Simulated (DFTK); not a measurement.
Runs of DFTK 0.8.2 on TaN. The structure is cubic, space group Fm-3m (No. 225). Conventional cell: a = 4.423 Å, b = 4.423 Å, c = 4.423 Å, α = 90.00°, β = 90.00°, γ = 90.00°. Around Ta (site symmetry m-3m) lie 6 N at 2.21 Å. N (site symmetry m-3m) is surrounded by 6 Ta at 2.21 Å. The cell comes from a database or a generator and needn't be the stable form of this composition.

```csv
task,level,potentials or basis,cell,k mesh,cutoff (eV),valence electrons,mesh quality,gap on the mesh (eV),pressure (GPa)
single point,PBE,SG15 1.2 (PBE),as given,10 × 10 × 10,1225,"N 5, Ta 27",not flagged,none,-1.5
single point,r2SCAN,SG15 1.2 (PBE),as given,10 × 10 × 10,1225,"N 5, Ta 27",not flagged,none,-16.1
single point,PBE,"in-house norm-conserving set (PBE, scalar relativistic)",as given,10 × 10 × 10,1252,"N 5, Ta 27",not flagged,none,(a)
single point,PBE,dojo.nc.sr.pbe.v0_4_1.standard.upf (PBE),as given,10 × 10 × 10,1143,"N 5, Ta 13",not flagged,none,-1.6
single point,PBE,dojo.nc.sr.pbe.v0_5.stringent.upf (PBE),as given,10 × 10 × 10,1796,"N 5, Ta 27",not flagged,none,(b)
single point,PBEsol,SG15 1.2 (PBE),as given,10 × 10 × 10,1225,"N 5, Ta 27",not flagged,none,-11.5
single point,PBEsol,dojo.nc.sr.pbesol.v0_4_1.standard.upf (PBEsol),"atoms moved at random, drawn with an rms of 0.05 Å",10 × 10 × 10,1143,"N 5, Ta 13",not flagged,none,-9.3
single point,LDA,SG15 1.2 (PBE),as given,10 × 10 × 10,1225,"N 5, Ta 27",not flagged,none,-22.4
single point,PBE,dojo.nc.sr.pbe.v0_5.standard.upf (PBE),as given,10 × 10 × 10,1143,"N 5, Ta 13",not flagged,none,-1.6
single point,PBE,"cp2k.nc.sr.pbe.v0_1.largecore.gth (PBE, GTH, large core)",as given,10 × 10 × 10,2231,"N 5, Ta 5",not flagged,none,26.5
single point,PBE,SPMS 1.0 (PBE),as given,10 × 10 × 10,1225,"N 5, Ta 13",not flagged,none,-1.6
```

Alike in all rows: no spin polarisation; smearing fermi-dirac 0.05 eV.

Problem. Fill in the values left out.

Solution. (a) -1.1; (b) -1.8.

Caveats: the potentials were made for another functional, which shifts forces and pressure (some runs); GTH potentials come without recommended cutoffs, and this one wasn't checked for convergence (some runs); this set keeps more shells in the core, which shifts pressures and gaps (some runs).

A k mesh can miss the band edges, and the runs leave out spin-orbit coupling on Ta.

A gap of «none» marks a metal or a gap under the smearing width.
